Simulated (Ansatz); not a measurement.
# HfO2 (P4_2/nmc) in Ansatz: a series of runs

One crystal, HfO2, is run at these levels: PBE, RPBE; tasks: single point.

All numbers are computed with Ansatz 0.2.0; they aren't measurements. Logs are shortened: lines on timing, memory, paths and dates and some standing lists are left out, and cuts for length are marked.

### 1 Starting point

It takes space group P4_2/nmc (No. 137, tetragonal). The conventional cell has a = 3.558 Å, b = 3.558 Å, c = 5.172 Å, α = 90.00°, β = 90.00°, γ = 90.00°. Hf (site symmetry -4m2) has 4 O at 2.05 Å as nearest neighbours. Around O (site symmetry 2mm) lie 2 Hf at 2.05 Å.

Measurements of this composition are mostly on another form, of space group No. 14.

### 2 Single point, PBE

Input file input.yaml:

```yaml
crystal:
  lattice:
    - [3.55801933, 0.0, 0.0]
    - [0.0, 3.55801933, 0.0]
    - [0.0, 0.0, 5.17186121]
  atoms:
    - { symbol: Hf, position: [0.0, 0.0, 0.0] }
    - { symbol: Hf, position: [0.5, 0.5, 0.5] }
    - { symbol: O, position: [0.0, 0.5, 0.19720788] }
    - { symbol: O, position: [0.5, 0.0, 0.30279212] }
    - { symbol: O, position: [0.5, 0.0, 0.80279212] }
    - { symbol: O, position: [0.0, 0.5, 0.69720788] }
hamiltonian:
  xc: pbe
  pseudopotentials: { kind: paw }
kpoints:
  mp_grid: { grid: [8, 8, 5] }
scf:
  occupations: { method: gaussian, width: 0.02 }
output:
  forces: true
  stress: true
  eigenvalues: true
  write_density: true
  write_potential: true
  elf: true
  volumetric_format: npy
```

Potentials or basis: Ansatz PAW.

Started as:

```bash
$ ansatz run input.yaml --threads 2 --pin off --max-ram 5632MiB --backend cpu --events-out ev --progress --plain --runs-dir out
```

The log of the run:

```text
Warning: RAYON_NUM_THREADS=2 ignored (pool sized by the plan → 2); use --threads N
Engine: ansatz 0.2.0, x86_64-unknown-linux-gnu
Pseudopotentials: kind: paw
Pseudopotential: Hf, paw, valence charge 26, recommended cutoff 420 eV (normal), Hf.paw.azcp
Pseudopotential: O, paw, valence charge 6, recommended cutoff 420 eV (normal), O.paw.azcp
Functional definition: PBE
  parameter kappa = 0.804
  parameter beta = 0.06672455060314922
  exchange = pbe_x(kappa = kappa, mu = beta*pi^2/3)
  correlation = pbe_c(beta = beta)
Crystal: 6 atoms, lattice volume = 65.473 Å³
Basis set: ecut = 420 eV, 1277 PW (Γ), exchange–correlation on 48×48×72 points (8 copies of the dense FFT grid, shifted against one another)
Bands: 46, of which v1, the nominal top of the filled ones, is band 38 counted from 1 (37 counted from 0)
Symmetry: 16 space group operations
Space group: P42/nmc (ITA 137), of the structure as read, at distance tolerance 4.0e-5 Å
k-points: 45 of 320
Non-local potential: Hf, projectors of the file, l = 0: 3, l = 1: 2, l = 2: 2, l = 3: 3
Non-local potential: O, projectors of the file, l = 0: 2, l = 1: 2, l = 2: 1
PAW form: soft (Blöchl's): semilocal exchange-correlation on the pseudo side does not see the compensation charge
PAW one-centre angular grid: Hf, 590 points (default); XC on 64 Gauss nodes
PAW one-centre angular grid: O, 110 points (default); XC on 64 Gauss nodes
Initial density: superposition of atomic densities (neutral atoms: chi_scale 0, normalization atom), corrected by the library's trained network
Initial wavefunctions: pseudopotential atomic-orbital guess
Functional: x = pbe(κ = 0.804, μ = 0.2195149727645171), c = pbe(β = 0.06672455060314922)
SCF iter   1: F=—  HF=-33722.957354 eV  |F-HF|=—  |Δ(HF+E_count)|=         —  Δρ=3.41e-3  dr2=1.98e-3  ethr=1.77e-3  ⟨swp⟩=6.1  Hψ=6598  notcnv=0
preconditioner: auto → Resta (q_TF=auto, 2.797 Å⁻¹)  ε∞=5.5  [insulator: Δε(μ)=4.764 eV  Ē_g=18.356 eV  σ=0.020 eV  W_gap=1.00  n_scr=28 (ndim 8)  ℏωp=38.9 eV  f_vac=0.056  D(μ)=0.00/eV (n_scr^D=0)  ε∞_Penn≈5.5]
SCF iter   2: F=—  HF=-33722.958429 eV  |F-HF|=—  |Δ(HF+E_count)|=   1.08e-3  Δρ=1.84e-3  dr2=7.27e-4  ethr=2.61e-6  ⟨swp⟩=2.2  Hψ=4204  notcnv=0  defer=53
SCF iter   3: F=—  HF=-33722.958881 eV  |F-HF|=—  |Δ(HF+E_count)|=   4.52e-4  Δρ=4.82e-4  dr2=1.28e-4  ethr=9.56e-7  ⟨swp⟩=2.0  Hψ=3342  notcnv=0  defer=53
SCF iter   4: F=—  HF=-33722.958854 eV  |F-HF|=—  |Δ(HF+E_count)|=   2.68e-5  Δρ=1.66e-4  dr2=1.75e-5  ethr=1.68e-7  ⟨swp⟩=2.0  Hψ=3261  notcnv=0  defer=53
SCF iter   5: F=—  HF=-33722.958677 eV  |F-HF|=—  |Δ(HF+E_count)|=   1.78e-4  Δρ=8.17e-5  dr2=4.50e-6  ethr=2.31e-8  ⟨swp⟩=2.0  Hψ=3141  notcnv=0  defer=53
SCF iter   6: F=—  HF=-33722.958679 eV  |F-HF|=—  |Δ(HF+E_count)|=   2.67e-6  Δρ=2.83e-5  dr2=6.89e-7  ethr=5.92e-9  ⟨swp⟩=2.0  Hψ=3111  notcnv=0  defer=53
SCF iter   7: F=-33722.958680 eV  HF=-33722.958680 eV  |F-HF|=1.11e-7  |Δ(HF+E_count)|=   6.60e-7  Δρ=1.47e-5  dr2=8.70e-8  ethr=1.32e-10  ⟨swp⟩=11.1  Hψ=15754  notcnv=0
SCF 1 converged in 7 iterations: F = -33722.958680 eV  dr2 = 8.70e-8
SCF converged after 7 iterations
Free energy (F): -33722.958680 eV
Harris-Foulkes:  -33722.958680 eV  (|F-HF|=1.11e-7)
Internal energy: -33722.958680 eV  (E = F + TS)
E sigma→0 (E₀):  -33722.958680 eV
Fermi energy:    17.587349 eV
--- Per-component energies (eV) ---
  E_band       = 100.382403
  E_kinetic    = 1549.262333
  E_local      = -11583.077856  (includes V_loc(G=0)·N_el)
  E_nonlocal   = -2293.288167
  E_hartree    = 5316.548080
  E_xc         = -897.071369
  E_vxc        = -911.655035  (∫ρ·V_xc dr)
  E_paw        = -14487.572803  (= ΣΔE_a)
  E_vpaw       = 2706.055328  (= ΣTr[D̂ρ^β])
  E_aug_tail   = 0.010097  (compensation charges beyond the density's cutoff)
  E_ewald      = -11327.768996
  E_smearing   = -0.000000  (= −TS)
  E_closure    = -0.000000  (closes the sum)
  Σ components = -33722.958680   (vs F -33722.958680, Δ=0.00e0)
--- Forces (eV/Å), atoms counted from 1 ---
  atom   1  Hf     0.00000000     0.00000000     0.00000000
  atom   2  Hf     0.00000000     0.00000000     0.00000000
  atom   3  O      0.00000000     0.00000000     0.14021842
  atom   4  O      0.00000000     0.00000000    -0.14021842
  atom   5  O      0.00000000     0.00000000    -0.14021842
  atom   6  O      0.00000000     0.00000000     0.14021842
  max |Σ_I F_I| component: 5.55e-17 eV/Å
--- Stress (GPa, compression-positive) ---
       10.311508       0.000000       0.000000
        0.000000      10.311508       0.000000
        0.000000       0.000000       9.394114
  P = ⅓ Tr σ = 10.0057 GPa (100.057 kbar)
--- Band table (eV; the first three rows and the last of 45) ---
  k-point 0: bands = ["-44.9281", "-44.9109", "-14.0151", "-13.6338", "-13.6338", "-13.5699", "-13.5196", "-13.5196", "-2.8969", "-1.2802", "-0.9225", "-0.4474", "5.2032", "5.2032", "5.2094", "5.2172", "5.2172", "5.2374", "5.2378", "5.2462", "5.2462", "5.2635", "5.2658", "5.2658", "5.2744", "5.4348", "9.8544", "10.4179", "10.6247", "10.6247", "12.5768", "12.5768", "13.8944", "13.8944", "14.5269", "15.0831", "15.1360", "15.1360", "19.9760", "19.9917", "21.2263", "21.4488", "21.7579", "22.8465", "24.3594", "24.3594"]
  k-point 1: bands = ["-44.9265", "-44.9125", "-13.9760", "-13.6230", "-13.6230", "-13.6162", "-13.5305", "-13.5305", "-2.7314", "-1.2038", "-1.1541", "-0.5183", "5.2048", "5.2048", "5.2094", "5.2186", "5.2186", "5.2399", "5.2449", "5.2449", "5.2522", "5.2599", "5.2609", "5.2636", "5.2636", "5.4073", "10.2129", "10.7326", "10.7326", "10.8054", "12.2117", "12.2117", "13.9092", "14.1865", "14.1865", "14.4926", "15.1604", "15.1604", "20.1085", "20.1896", "21.2241", "21.2803", "22.2561", "23.4444", "24.4208", "24.4208"]
  k-point 2: bands = ["-44.9222", "-44.9168", "-13.8706", "-13.7334", "-13.5948", "-13.5948", "-13.5591", "-13.5591", "-2.2839", "-1.6906", "-0.9975", "-0.7314", "5.2081", "5.2081", "5.2159", "5.2202", "5.2202", "5.2339", "5.2436", "5.2436", "5.2463", "5.2543", "5.2593", "5.2593", "5.2904", "5.3473", "11.0351", "11.0351", "11.1967", "11.6268", "11.6268", "11.8317", "12.5640", "13.1969", "14.5257", "14.5257", "15.1986", "15.1986", "20.4321", "20.7016", "20.8756", "21.1344", "23.2862", "24.6344", "24.6344", "24.6549"]
  k-point 44: bands = ["-44.9082", "-44.9082", "-13.9233", "-13.9233", "-13.8266", "-13.8266", "-13.6770", "-13.6770", "-0.9654", "-0.9654", "-0.8428", "-0.8428", "5.1947", "5.1947", "5.2104", "5.2104", "5.2202", "5.2202", "5.2219", "5.2219", "5.2252", "5.2252", "5.2665", "5.2665", "5.2809", "5.2809", "10.3050", "10.3050", "11.1674", "11.1674", "13.0099", "13.0099", "13.6239", "13.6239", "13.7911", "13.7911", "15.1658", "15.1658", "21.2155", "21.2155", "21.5364", "21.5364", "22.6357", "22.6357", "22.7584", "22.7584"]
```

v_z.tsv:

```text
# z_ang	v_es[eV]	v_tot[eV]
# format = ansatz-planar-average/11
# xc	pbe
# density_cutoff_ev	1680
# datasets	Hf=:simpson_from_first_knot:soft	O=:simpson_from_first_knot:soft
# lattice	3.558019330	0.000000000	0.000000000
# lattice	0.000000000	3.558019330	0.000000000
# lattice	0.000000000	0.000000000	5.171861210
# sites	6
# site	72	0.000000000	0.000000000	0.000000000
# site	72	1.779009665	1.779009665	2.585930605
# site	8	0.000000000	1.779009665	1.019931785
# site	8	1.779009665	0.000000000	1.565998820
# site	8	1.779009665	0.000000000	4.151929425
# site	8	0.000000000	1.779009665	3.605862390
0.000000	8.367626e0	-3.380922e0
0.143663	8.519907e0	-3.197878e0
0.287326	8.985131e0	-2.677994e0
0.430988	9.308842e0	-2.249843e0
0.574651	9.657518e0	-1.966775e0
0.718314	1.032716e1	-1.480877e0
[... 28 lines left out ...]
4.884536	8.985131e0	-2.677994e0
5.028198	8.519907e0	-3.197878e0
```

It took 4 s on 2 threads of Intel Xeon Platinum 8488C (Sapphire Rapids), shared host; peak memory 0.47 GiB.

Results:

| Item | Value |
| --- | --- |
| Free energy | -33722.9587 eV |
| Pressure | 10.0 GPa |
| Largest force | 0.140 eV/Å |
| Band gap on the k mesh | 4.78 eV, indirect (least direct gap 4.84 eV) |

Forces on the atoms (eV/Å):
```
Hf   0.000  0.000  0.000
Hf   0.000  0.000  0.000
O    0.000  0.000  0.140
O    0.000  0.000 -0.140
O    0.000  0.000 -0.140
O    0.000  0.000  0.140
```

Stress tensor (GPa, compression positive):
```
10.31  0.00  0.00
 0.00 10.31  0.00
 0.00  0.00  9.39
```

Caveat: odd divisions of the mesh miss points on the zone boundary, where band edges often lie, so the gap on the mesh can be too wide; the pressure holds a Pulay correction of +0.8 GPa for the finite cutoff; spin-orbit coupling is left out, which moves the levels of the heavy elements. A k mesh can miss the band edges.

### 3 Single point, RPBE

input.yaml: that of step 2 with these lines changed.

```diff
@@ -13,3 +13,3 @@
 hamiltonian:
-  xc: pbe
+  xc: rpbe
   pseudopotentials: { kind: paw }
@@ -18,3 +18,3 @@
 scf:
-  occupations: { method: gaussian, width: 0.02 }
+  occupations: { method: gaussian, width: 0.05 }
 output:
@@ -23,5 +23 @@
   eigenvalues: true
-  write_density: true
-  write_potential: true
-  elf: true
-  volumetric_format: npy
```

Potentials or basis: Ansatz PAW.

Started as:

```bash
$ ansatz run input.yaml --threads 2 --pin off --max-ram 5632MiB --backend cpu --events-out ev --progress --plain --runs-dir out
```

The log of the run:

```text
Warning: RAYON_NUM_THREADS=2 ignored (pool sized by the plan → 2); use --threads N
[... 4 set-up lines as earlier in the session ...]
Functional definition: RPBE
[... 2 set-up lines as earlier in the session ...]
  exchange = rpbe_x(kappa = kappa, mu = beta*pi^2/3)
[... 1 set-up line as earlier in the session ...]
Crystal: 6 atoms, lattice volume = 65.473 Å³
Basis set: ecut = 420 eV, 1277 PW (Γ), exchange–correlation on 48×48×72 points (8 copies of the dense FFT grid, shifted against one another)
Bands: 46, of which v1, the nominal top of the filled ones, is band 38 counted from 1 (37 counted from 0)
[... 2 set-up lines as earlier in the session ...]
k-points: 45 of 320
[... 3 set-up lines as earlier in the session ...]
PAW frozen core: Hf, regenerated for the run's functional, and the local potential with it (the file was generated under x = pbe(κ = 0.804, μ = 0.2195149727645171), c = pbe(β = 0.06672455060314922))
PAW frozen core: O, regenerated for the run's functional, and the local potential with it (the file was generated under x = pbe(κ = 0.804, μ = 0.2195149727645171), c = pbe(β = 0.06672455060314922))
[... 4 set-up lines as earlier in the session ...]
Functional: x = rpbe, c = pbe(β = 0.06672455060314922)
SCF iter   1: F=—  HF=-33754.424569 eV  |F-HF|=—  |Δ(HF+E_count)|=         —  Δρ=4.77e-3  dr2=1.03e-2  ethr=1.77e-3  ⟨swp⟩=5.9  Hψ=6722  notcnv=0
preconditioner: auto → Resta (q_TF=auto, 2.797 Å⁻¹)  ε∞=5.4  [insulator: Δε(μ)=4.895 eV  Ē_g=18.465 eV  σ=0.050 eV  W_gap=1.00  n_scr=28 (ndim 8)  ℏωp=38.9 eV  f_vac=0.056  D(μ)=0.00/eV (n_scr^D=0)  ε∞_Penn≈5.4]
SCF iter   2: F=—  HF=-33754.424565 eV  |F-HF|=—  |Δ(HF+E_count)|=   4.47e-6  Δρ=2.48e-3  dr2=2.06e-3  ethr=1.35e-5  ⟨swp⟩=2.0  Hψ=3733  notcnv=0  defer=1
SCF iter   3: F=—  HF=-33754.425190 eV  |F-HF|=—  |Δ(HF+E_count)|=   6.25e-4  Δρ=9.39e-4  dr2=6.18e-4  ethr=2.71e-6  ⟨swp⟩=1.1  Hψ=1917  notcnv=0
automatic band count: iteration 3 solves 44 bands in place of 46: the levels show a gap, and the empty bands left out lie too high to hold charge; the band table lists the bands solved (type scf.n_extra_bands for more)
SCF iter   4: F=—  HF=-33754.425384 eV  |F-HF|=—  |Δ(HF+E_count)|=   1.94e-4  Δρ=2.77e-4  dr2=4.82e-5  ethr=8.13e-7  ⟨swp⟩=2.0  Hψ=3259  notcnv=0
SCF iter   5: F=—  HF=-33754.425193 eV  |F-HF|=—  |Δ(HF+E_count)|=   1.91e-4  Δρ=1.10e-4  dr2=7.65e-6  ethr=6.34e-8  ⟨swp⟩=2.0  Hψ=3619  notcnv=0
SCF iter   6: F=—  HF=-33754.425195 eV  |F-HF|=—  |Δ(HF+E_count)|=   2.04e-6  Δρ=4.28e-5  dr2=1.15e-6  ethr=1.01e-8  ⟨swp⟩=2.0  Hψ=3621  notcnv=0
SCF iter   7: F=—  HF=-33754.425198 eV  |F-HF|=—  |Δ(HF+E_count)|=   2.92e-6  Δρ=1.70e-5  dr2=1.30e-7  ethr=1.51e-9  ⟨swp⟩=2.0  Hψ=3260  notcnv=0
SCF iter   8: F=-33754.425198 eV  HF=-33754.425198 eV  |F-HF|=4.81e-8  |Δ(HF+E_count)|=   5.95e-7  Δρ=5.12e-6  dr2=1.40e-8  ethr=1.32e-10  ⟨swp⟩=7.5  Hψ=8506  notcnv=0
SCF 1 converged in 8 iterations: F = -33754.425198 eV  dr2 = 1.40e-8
SCF converged after 8 iterations
Free energy (F): -33754.425198 eV
Harris-Foulkes:  -33754.425198 eV  (|F-HF|=4.81e-8)
Internal energy: -33754.425198 eV  (E = F + TS)
E sigma→0 (E₀):  -33754.425198 eV
Fermi energy:    17.776230 eV
--- Per-component energies (eV) ---
  E_band       = 108.883391
  E_kinetic    = 1551.743694
  E_local      = -11581.104981  (includes V_loc(G=0)·N_el)
  E_nonlocal   = -2300.114922
  E_hartree    = 5320.080372
  E_xc         = -899.748745
  E_vxc        = -912.638329  (∫ρ·V_xc dr)
  E_paw        = -14517.066065  (= ΣΔE_a)
  E_vpaw       = 2710.831173  (= ΣTr[D̂ρ^β])
  E_aug_tail   = 0.010004  (compensation charges beyond the density's cutoff)
  E_ewald      = -11327.768996
  E_core_change = -0.455559  (= ΣΔE_core)
  E_smearing   = -0.000000  (= −TS)
  E_closure    = -0.000000  (closes the sum)
  Σ components = -33754.425198   (vs F -33754.425198, Δ=0.00e0)
--- Forces (eV/Å), atoms counted from 1 ---
  atom   1  Hf     0.00000000     0.00000000    -0.00000000
  atom   2  Hf     0.00000000     0.00000000     0.00000000
  atom   3  O      0.00000000     0.00000000     0.16387527
  atom   4  O      0.00000000     0.00000000    -0.16387527
  atom   5  O      0.00000000     0.00000000    -0.16387527
  atom   6  O      0.00000000     0.00000000     0.16387527
  max |Σ_I F_I| component: 2.78e-17 eV/Å
--- Stress (GPa, compression-positive) ---
       15.545001       0.000000       0.000000
        0.000000      15.545001       0.000000
        0.000000       0.000000      14.532607
  P = ⅓ Tr σ = 15.2075 GPa (152.075 kbar)
--- Band table (eV; the first three rows and the last of 45) ---
  k-point 0: bands = ["-44.8488", "-44.8317", "-13.9185", "-13.5371", "-13.5371", "-13.4772", "-13.4245", "-13.4245", "-2.8269", "-1.2342", "-0.8823", "-0.4103", "5.3057", "5.3057", "5.3118", "5.3193", "5.3193", "5.3398", "5.3406", "5.3486", "5.3486", "5.3654", "5.3679", "5.3679", "5.3759", "5.5356", "10.0419", "10.5808", "10.7843", "10.7843", "12.7290", "12.7290", "14.0417", "14.0417", "14.6839", "15.2270", "15.2829", "15.2829", "20.2073", "20.2344", "21.4572", "21.6566", "22.0323", "23.0255"]
  k-point 1: bands = ["-44.8471", "-44.8333", "-13.8797", "-13.5265", "-13.5265", "-13.5231", "-13.4353", "-13.4353", "-2.6635", "-1.1586", "-1.1095", "-0.4807", "5.3072", "5.3072", "5.3119", "5.3207", "5.3207", "5.3422", "5.3474", "5.3474", "5.3549", "5.3619", "5.3630", "5.3658", "5.3658", "5.5083", "10.3981", "10.8917", "10.8917", "10.9659", "12.3658", "12.3658", "14.0712", "14.3319", "14.3319", "14.6400", "15.3069", "15.3069", "20.3236", "20.4430", "21.4482", "21.4892", "22.5367", "23.6228"]
  k-point 2: bands = ["-44.8429", "-44.8376", "-13.7751", "-13.6392", "-13.4986", "-13.4986", "-13.4634", "-13.4634", "-2.2220", "-1.6372", "-0.9544", "-0.6914", "5.3104", "5.3104", "5.3186", "5.3223", "5.3223", "5.3364", "5.3461", "5.3461", "5.3485", "5.3564", "5.3616", "5.3616", "5.3927", "5.4490", "11.1925", "11.1925", "11.3762", "11.7839", "11.7839", "11.9875", "12.7354", "13.3485", "14.6691", "14.6691", "15.3444", "15.3444", "20.6457", "20.9408", "21.0868", "21.3582", "23.5804", "24.8132"]
  k-point 44: bands = ["-44.8290", "-44.8290", "-13.8257", "-13.8257", "-13.7296", "-13.7296", "-13.5822", "-13.5822", "-0.9219", "-0.9219", "-0.8011", "-0.8011", "5.2973", "5.2973", "5.3123", "5.3123", "5.3225", "5.3225", "5.3243", "5.3243", "5.3279", "5.3279", "5.3685", "5.3685", "5.3827", "5.3827", "10.4906", "10.4906", "11.3406", "11.3406", "13.1650", "13.1650", "13.7775", "13.7775", "13.9411", "13.9411", "15.3134", "15.3134", "21.4326", "21.4326", "21.7580", "21.7580", "22.8060", "22.8060"]
```

Wall time 4.1 s (2 threads of Intel Xeon Platinum 8488C (Sapphire Rapids), shared host); peak memory 0.46 GiB.

What came out:

```
Free energy            : -33754.4252 eV
Pressure               : 15.2 GPa
Largest force          : 0.164 eV/Å
Band gap on the k mesh : 4.86 eV, indirect (least direct gap 4.92 eV)
```

Forces in eV/Å, atoms in the order of the input:
```
Hf   0.000  0.000  0.000
Hf   0.000  0.000  0.000
O    0.000  0.000  0.164
O    0.000  0.000 -0.164
O    0.000  0.000 -0.164
O    0.000  0.000  0.164
```

Caveat: odd divisions of the mesh miss points on the zone boundary, where band edges often lie, so the gap on the mesh can be too wide; so large a pressure means that the cell lies far from this level's equilibrium, or that cutoff or potentials fall short; the pressure holds a Pulay correction of +0.7 GPa for the finite cutoff; spin-orbit coupling is left out, which moves the levels of the heavy elements; the PAW data sets come from PBE, with cores solved anew for the run's functional, which leaves a small shift of forces and pressure.
